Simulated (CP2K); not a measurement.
Runs of CP2K 2026.2 on LiCl. Symmetry: Fm-3m, No. 225, cubic system. The conventional cell has a = 5.130 Å, b = 5.130 Å, c = 5.130 Å, α = 90.00°, β = 90.00°, γ = 90.00°. Cl (site symmetry m-3m) is surrounded by 6 Li at 2.56 Å. Li (site symmetry m-3m) is surrounded by 6 Cl at 2.56 Å. 

| potentials or basis | quickstep method | MIXING ALPHA | CUTOFF of the grids | gap on the mesh (eV) | pressure (GPa) |
| --- | --- | --- | --- | --- | --- |
| GTH_POTENTIALS Cl GTH-PBE-q7, Li GTH-PBE-q3; TZVP-MOLOPT-GTH, TZVP-MOLOPT-SR-GTH basis | GPW | 0.4 | 450 Ry | 6.27 | 0.5 |
| all electrons (GAPW); pob-TZVP-rev2 basis | GAPW | 0.2 | 500 Ry | 6.51 | 0.9 |
| POTENTIAL_UZH Cl GTH-PBE-q7, Li GTH-PBE-q3; DZVP-MOLOPT-PBE-GTH basis | GPW | 0.4 | 450 Ry | (a) | 0.7 |
| all electrons (GAPW); pob-DZVP-rev2 basis | GAPW | 0.2 | 500 Ry | (b) | 0.1 |
| GTH_POTENTIALS Cl GTH-PBE-q7, Li GTH-PBE-q3; DZVP-MOLOPT-SR-GTH basis | GPW | 0.4 | 450 Ry | 6.25 | 0.5 |

Alike in all rows: task single point; level PBE; no spin polarisation; cell as given; k mesh 9 × 9 × 9; smearing fermi-dirac 0.05 eV.

**Question.** Estimate the missing entries.

**Answer.** (a) 6.29; (b) 6.97.

Caveats: an odd mesh through Γ misses points on the zone boundary, where band edges often lie; the basis of atomic orbitals isn't converged, which shifts pressures, moduli and gaps.

The runs don't all hold the same shells in valence.
